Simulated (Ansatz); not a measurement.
# CuO: the cost of one run

Method: DFT PBE+U, scalar-relativistic, plane waves, PAW, in Ansatz 0.2.0.

**1. The structure to begin with**

The structure is monoclinic, space group C2/c (No. 15). The conventional cell has a = 4.684 Å, b = 3.423 Å, c = 5.129 Å, α = 90.00°, β = 99.54°, γ = 90.00°. Cu (site symmetry -1) has 4 O at 1.95 to 1.96 Å as nearest neighbours. O (site symmetry 2) is surrounded by 4 Cu at 1.95 to 1.96 Å.

Structure file:

```xyz
32
Lattice="9.3680 0.0000 0.0000 0.0000 3.4230 0.0000 -1.7001 0.0000 10.1161" Properties=species:S:1:pos:R:3 pbc="T T T"
Cu    1.1710    0.8558    0.0000
Cu    0.3209    0.8558    5.0581
Cu    5.8550    0.8558    0.0000
Cu    5.0049    0.8558    5.0581
Cu    3.5130    2.5673    0.0000
Cu    2.6629    2.5673    5.0581
Cu    8.1970    2.5673    0.0000
Cu    7.3469    2.5673    5.0581
Cu    0.7460    2.5673    2.5290
Cu   -0.1041    2.5673    7.5871
Cu    5.4300    2.5673    2.5290
Cu    4.5799    2.5673    7.5871
Cu    3.0880    0.8558    2.5290
Cu    2.2379    0.8558    7.5871
Cu    7.7720    0.8558    2.5290
Cu    6.9219    0.8558    7.5871
O    -0.2125    1.4322    1.2645
O    -1.0626    1.4322    6.3226
O     4.4715    1.4322    1.2645
O     3.6214    1.4322    6.3226
O     2.1295    3.1437    1.2645
O     1.2794    3.1437    6.3226
O     6.8135    3.1437    1.2645
O     5.9634    3.1437    6.3226
O    -0.6375    1.9908    3.7935
O    -1.4876    1.9908    8.8516
O     4.0465    1.9908    3.7935
O     3.1964    1.9908    8.8516
O     1.7045    0.2793    3.7935
O     0.8544    0.2793    8.8516
O     6.3885    0.2793    3.7935
O     5.5384    0.2793    8.8516
```

The structure rests on an entry of the Crystallography Open Database; cell or positions may have been set otherwise for this series.

**2. Single point: CuO**

Input file input.yaml:

```yaml
crystal:
  lattice:
    - [9.368, 0.0, 0.0]
    - [0.0, 3.423, 0.0]
    - [-1.700121148, 0.0, 10.1161332574]
  atoms:
    - { symbol: Cu, position: [0.125, 0.25, 0.0], spin: 1.0 }
    - { symbol: Cu, position: [0.125, 0.25, 0.5], spin: -1.0 }
    - { symbol: Cu, position: [0.625, 0.25, 0.0], spin: -1.0 }
    - { symbol: Cu, position: [0.625, 0.25, 0.5], spin: 1.0 }
    - { symbol: Cu, position: [0.375, 0.75, 0.0], spin: -1.0 }
    - { symbol: Cu, position: [0.375, 0.75, 0.5], spin: 1.0 }
    - { symbol: Cu, position: [0.875, 0.75, 0.0], spin: 1.0 }
    - { symbol: Cu, position: [0.875, 0.75, 0.5], spin: -1.0 }
    - { symbol: Cu, position: [0.125, 0.75, 0.25], spin: 1.0 }
    - { symbol: Cu, position: [0.125, 0.75, 0.75], spin: -1.0 }
    - { symbol: Cu, position: [0.625, 0.75, 0.25], spin: -1.0 }
    - { symbol: Cu, position: [0.625, 0.75, 0.75], spin: 1.0 }
    - { symbol: Cu, position: [0.375, 0.25, 0.25], spin: 1.0 }
    - { symbol: Cu, position: [0.375, 0.25, 0.75], spin: -1.0 }
    - { symbol: Cu, position: [0.875, 0.25, 0.25], spin: -1.0 }
    - { symbol: Cu, position: [0.875, 0.25, 0.75], spin: 1.0 }
    - { symbol: O, position: [0.0, 0.4184, 0.125] }
    - { symbol: O, position: [0.0, 0.4184, 0.625] }
    - { symbol: O, position: [0.5, 0.4184, 0.125] }
    - { symbol: O, position: [0.5, 0.4184, 0.625] }
    - { symbol: O, position: [0.25, 0.9184, 0.125] }
    - { symbol: O, position: [0.25, 0.9184, 0.625] }
    - { symbol: O, position: [0.75, 0.9184, 0.125] }
    - { symbol: O, position: [0.75, 0.9184, 0.625] }
    - { symbol: O, position: [0.0, 0.5816, 0.375] }
    - { symbol: O, position: [0.0, 0.5816, 0.875] }
    - { symbol: O, position: [0.5, 0.5816, 0.375] }
    - { symbol: O, position: [0.5, 0.5816, 0.875] }
    - { symbol: O, position: [0.25, 0.0816, 0.375] }
    - { symbol: O, position: [0.25, 0.0816, 0.875] }
    - { symbol: O, position: [0.75, 0.0816, 0.375] }
    - { symbol: O, position: [0.75, 0.0816, 0.875] }
magnetization:
  spin_polarized: true
scf:
  occupations: { method: gaussian, width: 0.02 }
output:
  forces: true
  stress: true
  populations: true
  write_density: true
  write_potential: true
  elf: true
  volumetric_format: npy
hamiltonian:
  hubbard: { sites: [{ species: Cu, l: d, u_eff: 4.0 }] }
  xc: pbe
kpoints:
  mp_grid: { grid: [2, 6, 2] }
```

Launch:

```bash
> ansatz run input.yaml --threads 4 --pin off --max-ram 12288MiB --backend cpu --events-out ev --progress --plain --runs-dir out
```

What time and memory should one allow on 4 threads of Arm Neoverse V2, shared host?

About 74 s, with a peak of 3.1 GiB.
